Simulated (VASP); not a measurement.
**Ni: single point with PBE**

Ni:

```
Ni
1.0
    -1.38372    1.38372    1.38372
     1.38372   -1.38372    1.38372
     1.38372    1.38372   -1.38372
Ni
1
Direct
  0.00000 0.00000 0.00000
```

This isn't the form of Ni at room conditions, which is fcc.

* Program: VASP 6.6.1
* Task: single point
* Functional: PBE
* Potentials or basis: VASP PAW PBE potentials, release 64 (Ni)
* Cutoff: 520 eV
* k mesh: 13 × 13 × 13
* Occupations: fermi-dirac, width 0.05 eV
* Spin: collinear spin, ferromagnetic start
* Starting moments: [2.5] μB
* Further INCAR settings: ALGO = Normal; EDIFF = 1e-06

The pressure is 7.8 GPa. The band gap on the k mesh is none (metal or under the smearing width). The net moment is 0.58 μB per cell and the site moments are Ni +0.58 μB. The valence electrons inside the program's atomic spheres are Ni 9.36.

Levels at points of the mesh, in eV from the Fermi level:
Spin up:
| k point | band 1 | band 2 | band 3 | band 4 | band 5 | band 6 | band 7 | band 8 | band 9 | band 10 |
| --- | --- | --- | --- | --- | --- | --- | --- | --- | --- | --- |
| (0.00, 0.00, 0.00) | -9.06 | -2.35 | -2.35 | -2.35 | -0.89 | -0.89 | 26.75 | 26.75 | 26.75 | 31.82 |
Spin down:
```csv
k point,band 1,band 2,band 3,band 4,band 5,band 6,band 7,band 8,band 9,band 10
"(0.00, 0.00, 0.00)",-9.06,-1.66,-1.66,-1.66,-0.38,-0.38,26.66,26.66,26.66,31.76
```

Wall time 15 s on 1 thread of Intel(R) Xeon(R) Platinum 8259CL CPU @ 2.50GHz (Skylake/Cascade Lake), on a shared host, peak memory 0.13 GiB.
